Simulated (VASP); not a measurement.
Here is a VASP 6.6.1 calculation.

Contents of INCAR:

```
SYSTEM = MoS2
ALGO = Normal
EDIFF = 1E-7
EDIFFG = -0.005
ENCUT = 600
GGA = CA
IBRION = 2
ISIF = 3
ISMEAR = 0
KPAR = 2
LASPH = .True.
LCHARG = .False.
LREAL = .False.
LWAVE = .False.
NELM = 80
NSW = 90
PREC = Accurate
SIGMA = 0.03
```

The input KPOINTS:

```
k-points
0
Gamma
  12 12 3
  0 0 0
```

File POSCAR:

```
MoS2                                    
1.0
    3.1240066815     -0.0000000000     -0.0000000000
   -1.5620033407      2.7054691478     -0.0000000000
    0.0000000000      0.0000000000     12.0745485866
  Mo              S             
     2     4
Direct
     0.3333333332999970    0.6666666667000030    0.2500000000000000
     0.6666666667000030    0.3333333332999970    0.7500000000000000
     0.3333333332999970    0.6666666667000030    0.6212407892581060
     0.6666666667000030    0.3333333332999970    0.1212407892581060
     0.3333333332999970    0.6666666667000030    0.8787592107418940
     0.6666666667000030    0.3333333332999970    0.3787592107418941
```

Potentials or basis: VASP PAW LDA potentials, release 64 (Mo_sv, S).

Command:

```sh
$ cat potpaw_LDA.64/Mo_sv/POTCAR potpaw_LDA.64/S/POTCAR > POTCAR
$ mpirun -np 2 vasp_std > vasp.out
```

Question: Predict the space group after relaxing (to 0.05 Å).

Answer: P6_3/mmc (No. 194).

Question: Predict the band gap on the k mesh.

Answer: 0.74 eV, indirect (least direct gap 1.76 eV).

Final structure:
```
Mo S
1.0
     3.12361    0.00000    0.00000
    -1.56180    2.70512    0.00000
     0.00000    0.00000   12.07269
Mo S
2 4
Cartesian
  0.0000 1.8034 3.0182
  1.5618 0.9017 9.0545
  0.0000 1.8034 7.5002
  1.5618 0.9017 1.4638
  0.0000 1.8034 10.6089
  1.5618 0.9017 4.5725
```

Caveat: an odd mesh through Γ misses points on the zone boundary, where band edges often lie.
